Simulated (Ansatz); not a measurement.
AgCl: elastic constants from stress and strain

```yaml
crystal:
  lattice:
    - [3.43397, 0.00000, 0.00000]
    - [0.00000, 3.43397, 0.00000]
    - [0.00000, 0.00000, 3.43397]
  atoms:
    - { symbol: Ag, position: [0.00000, 0.00000, 0.00000] }
    - { symbol: Cl, position: [0.50000, 0.50000, 0.50000] }
```

Atom numbers follow the list: Ag1, Cl2.

Structure from Materials Project entry mp-726265 (possibly hypothetical), not relaxed further.

Theory: DFT, PBEsol, all-electron LAPW, scalar-relativistic in Ansatz 0.2.0.

Numerical set-up: a Γ-centred 9×9×9 k mesh, Fermi–Dirac smearing of 0.01 eV, basis error target 1 meV/atom, no spin polarisation.

The unstrained cell is at -4.59 GPa. Large strains and very small stresses are left out. Each strain is applied once, with fractional coordinates held (clamped ions), and σ below is the change of stress, positive in tension. One finite strain gives stress–strain coefficients at this pressure with an error of the order of the strain times third-order constants, a few per cent for each per cent of strain.

Task: Estimate the stiffness probed by this change, and the stress that it gives: equal xy, yz and zx engineering shear strains of -1 %.

Result: σxy = 0.15 GPa and γxy = 2εxy = -0.0100, so C44 (clamped ions) = σxy/γxy = -15 GPa. It is negative: the cell is unstable to this strain.

Task: With equal xy, yz and zx engineering shear strains of +1 %, the run gives σxy = -0.15 GPa and γxy = 2εxy = 0.0100. Which stiffness follows?

Result: C44 (clamped ions) = σxy/γxy = -15 GPa. It is negative: the cell is unstable to this strain.
